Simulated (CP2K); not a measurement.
Runs of CP2K 2026.2 on HfC. The structure is cubic, space group Fm-3m (No. 225). The conventional cell has a = 4.650 Å, b = 4.650 Å, c = 4.650 Å, α = 90.00°, β = 90.00°, γ = 90.00°. Hf (site symmetry m-3m) has 6 C at 2.32 Å as nearest neighbours. C (site symmetry m-3m) is surrounded by 6 Hf at 2.32 Å. 

```tsv
task	level	potentials or basis	cell	smearing	EPS_DEFAULT	NGRIDS	points a segment of the path (NPOINTS)	bands added on the path	CUTOFF of the grids	gap on the mesh (eV)	pressure (GPa)
band structure	LDA	GTH_POTENTIALS Hf GTH-PADE-q12, C GTH-PADE-q4; TZVP-MOLOPT-PBE-GTH basis	as given	fermi-dirac 0.05 eV	1.0E-9	4	6	2	450 Ry	none	-49.4
single point	PBEsol	POTENTIAL_UZH Hf GTH-PBE-q12, C GTH-PBE-q4; TZVP-MOLOPT-PBE-GTH basis	atoms moved at random, drawn with an rms of 0.05 Å	fermi-dirac 0.05 eV	1.0E-10	4	-	-	450 Ry	none	-6.3
band structure	r2SCAN	POTENTIAL_UZH Hf GTH-SCAN-q12, C GTH-SCAN-q4; TZVP-MOLOPT-SCAN-GTH basis	as given	fermi-dirac 0.05 eV	1.0E-10	4	6	4	675 Ry	none	-5.9
band structure	PBEsol	POTENTIAL_UZH Hf GTH-PBE-q12, C GTH-PBE-q4; TZVP-MOLOPT-PBE-GTH basis	as given	fermi-dirac 0.01 eV	1.0E-9	5	6	4	450 Ry	none	(a)
```

Alike in all rows: no spin polarisation; k mesh 10 × 10 × 10.

Problem. Estimate the missing entries.

Solution. (a) -6.5.

Caveats: the basis of atomic orbitals isn't converged, which shifts pressures, moduli and gaps; spin-orbit coupling is left out, which moves the levels of the heavy elements (some runs); the potentials were made for another functional, which shifts forces and pressure (some runs); a pressure of tens of GPa on the cell as given is suspect, and the run, the potentials or the cell itself is likely at fault (some runs).

A k mesh can miss the band edges, and the runs leave out spin-orbit coupling on Hf.

A gap of «none» marks a metal or a gap under the smearing width.
